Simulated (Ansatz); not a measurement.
Write the native input for Ansatz 0.2.0 that does the following.

* Task: band structure
* Functional: r2SCAN
* Potentials or basis: Ansatz PAW
* Cutoff: 500 eV (not typed: the program's choice for these potentials)
* k mesh: 8 × 8 × 5
* Occupations: fermi-dirac, width 0.05 eV
* Spin: no spin polarisation
* Path: [["G", "M", "K", "G", "A", "L", "H", "A"], ["L", "M"], ["K", "H"]]
* Points for each segment of the path: 14

Y:

```
Y
1.0
     3.64740    0.00000    0.00000
    -1.82370    3.15874    0.00000
     0.00000    0.00000    5.73060
Y
2
Direct
  0.66667 0.33333 0.75000
  0.33333 0.66667 0.25000
```

The input as run:

input.yaml

```yaml
crystal:
  lattice:
    - [3.6474, 0.0, 0.0]
    - [-1.8237, 3.1587410578, 0.0]
    - [0.0, 0.0, 5.7306]
  atoms:
    - { symbol: "Y", position: [0.6666666667, 0.3333333333, 0.75] }
    - { symbol: "Y", position: [0.3333333333, 0.6666666667, 0.25] }
hamiltonian:
  xc: r2scan
  pseudopotentials: { kind: paw }
kpoints:
  mp_grid: { grid: [8, 8, 5] }
  band_path:
    path:
      - [[0.0, 0.0, 0.0], [0.5, 0.0, 0.0], [0.3333333333, 0.3333333333, 0.0], [0.0, 0.0, 0.0], [0.0, 0.0, 0.5], [0.5, 0.0, 0.5], [0.3333333333, 0.3333333333, 0.5], [0.0, 0.0, 0.5]]
      - [[0.5, 0.0, 0.5], [0.5, 0.0, 0.0]]
      - [[0.3333333333, 0.3333333333, 0.0], [0.3333333333, 0.3333333333, 0.5]]
    npoints: 14
scf:
  occupations: { method: fermi_dirac, width: 0.05 }
  n_extra_bands: 6
output:
  forces: true
  stress: true
  eigenvalues: true
  fatbands: true
```

Potentials or basis: Ansatz PAW.

Run with:

```console
$ ansatz run input.yaml --threads 2 --pin off --max-ram 5632MiB --backend cpu --events-out ev --progress --plain --runs-dir out
```

It gave:

The pressure is 0.7 GPa and the band gap on the k mesh is none (metal or under the smearing width).

Caveat: the PAW data sets come from PBE, with cores solved anew for the run's functional, which leaves a small shift of forces and pressure.

It took 5.4 s on 2 threads of Arm Neoverse V2, with other jobs on the host, peak memory 0.46 GiB.
